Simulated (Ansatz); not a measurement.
SnO:

```
Sn O
1.0
     3.81370    0.00000    0.00000
     0.00000    3.81370    0.00000
     0.00000    0.00000    4.88691
Sn O
2 2
Direct
  0.50000 0.00000 0.76463
  0.00000 0.50000 0.23537
  0.00000 0.00000 0.00000
  0.50000 0.50000 0.00000
```

The cell is a database's computed one.

Base run:

```yaml
Program: Ansatz 0.2.0
Functional: PBEsol
Potentials_or_basis: Ansatz PAW
Cutoff: 420 eV
Density_cutoff: 1680 eV
k_mesh: 7 × 7 × 6
Occupations: fermi-dirac, width 0.05 eV
Spin: no spin polarisation
```

Its results: band gap on the k mesh 0.35 eV, indirect (least direct gap 1.99 eV); pressure -0.5 GPa; largest force 0.074 eV/Å.

Q: The run is repeated on the same cell with these changes: functional from PBEsol to BPBE. What comes out?

A: Band gap on the k mesh 0.39 eV, indirect (least direct gap 2.09 eV); pressure 3.3 GPa; largest force 0.336 eV/Å.

Caveats: the k mesh misses the band edges, so the gap on the mesh is wider than the one along the path; spin-orbit coupling is left out, which moves the levels of the heavy elements; the PAW data sets come from PBE, with cores solved anew for the run's functional, which leaves a small shift of forces and pressure; the potentials were made for another functional, which shifts forces and pressure (some runs).

Not every run made on this cell is shown here.
